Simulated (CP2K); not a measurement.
Crystal: Pd.

```xyz
1
Lattice="2.7528 0.0000 0.0000 1.3764 2.3840 0.0000 1.3764 0.7947 2.2476" Properties=species:S:1:pos:R:3 pbc="T T T"
Pd    0.0000    0.0000    0.0000
```

Program: CP2K 2026.2. Alike in all runs: task atomic charges; potentials or basis POTENTIAL_UZH Pd GTH-PBE-q18; TZVP-MOLOPT-PBE-GTH basis; no spin polarisation; cell as given; k mesh 12 × 12 × 12; smearing fermi-dirac 0.05 eV.

**Question.** Order these runs on this cell by their pressure, lowest first.
A. level r2SCAN
B. level WC
C. level vdW-DF2; cutoff of the non-local correlation (Ry) 300
D. level LDA
E. level PBEsol

**Answer.** D (-6.9 GPa), E (-1.0 GPa), B (0.5 GPa), A (3.4 GPa), C (27.5 GPa).

Caveats: the potentials were made for another functional, which shifts forces and pressure; the basis of atomic orbitals isn't converged, which shifts pressures, moduli and gaps.

Runs at the PBE level aren't shown here.
